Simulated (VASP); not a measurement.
Hf3S8 (a cell with a defect): single point with PBEsol

Hf3S8 (a cell with a defect):

```
Hf S
1.0
    -1.79641    3.11148   -5.94589
    -1.79641    3.11148    5.94589
     7.18565    0.00000    0.00000
Hf S
3 8
Direct
  0.85803 0.85803 0.51607
  0.50000 0.50000 0.00000
  0.00000 0.00000 0.00000
  0.78854 0.54479 0.33333
  0.28854 0.04479 0.33333
  0.78854 0.54479 0.83333
  0.28854 0.04479 0.83333
  0.21146 0.45521 0.16667
  0.71146 0.95521 0.16667
  0.21146 0.45521 0.66667
  0.71146 0.95521 0.66667
```

The cell isn't the ideal one: Hf vacancy, atom 1 moved a little way towards it, host rigid.

```json
{"Program": "VASP 6.6.1", "Task": "single point", "Functional": "PBEsol", "Potentials or basis": "VASP PAW PBE potentials, release 64 (Hf_pv, S)", "Cutoff": "520 eV", "k mesh": "4 × 4 × 4", "Occupations": "gaussian, width 0.05 eV", "Spin": "no spin polarisation"}
```

```
Largest force          : 18.642 eV/Å
Band gap on the k mesh : 0.31 eV, indirect (least direct gap 0.44 eV)
```

Forces in eV/Å, atoms in the order of the input:
```
Hf  -10.765  12.052  -5.900
Hf   -1.955  -1.211   1.631
Hf    3.157   1.443  -1.646
S    -3.223  -7.746  -8.266
S    -0.880  -0.896   0.903
S     0.291   0.377   0.596
S    -0.116  -1.079   0.460
S    -0.526  -0.270  -0.579
S     0.989  -0.363  -0.480
S     1.195   0.057  -0.931
S    11.833  -2.363  14.210
```

Levels at points of the mesh, in eV from the valence-band top:
```csv
k point,band 38,band 39,band 40,band 41,band 42,band 43,band 44,band 45
"(0.00, 0.00, 0.00)",-0.71,-0.43,-0.26,-0.14,0.46,0.99,1.03,2.01
"(0.50, 0.00, 0.00)",-1.29,-1.01,-0.54,-0.27,1.22,1.27,1.71,1.83
"(0.00, 0.50, 0.50)",-1.27,-1.00,-0.56,-0.25,1.04,1.29,1.69,1.91
"(0.00, 0.50, 0.00)",-1.32,-0.70,-0.64,-0.07,1.12,1.38,1.71,1.83
"(0.50, 0.00, 0.50)",-1.29,-0.74,-0.68,-0.05,1.02,1.31,1.69,2.05
"(0.50, 0.50, 0.00)",-0.91,-0.85,-0.43,-0.27,0.49,0.96,1.10,2.06
"(0.00, 0.00, 0.50)",-1.24,-0.68,-0.35,-0.04,0.48,0.78,1.65,2.01
"(0.50, 0.50, 0.50)",-1.40,-1.33,-0.56,-0.27,0.31,0.55,2.03,2.05
```

Wall time 8.3 min on 1 thread of AMD EPYC 9R45 96-Core Processor (Zen 5) (shared host), peak memory 0.57 GiB.

Caveat: the cell carries a net charge on a neutralising background, which shifts energy and pressure; the cell is charged against a uniform background, so pressure and absolute levels hang on convention; the PAW data sets were made with another functional, which shifts forces and pressure a little; spin-orbit coupling is left out, which moves the levels of the heavy elements.
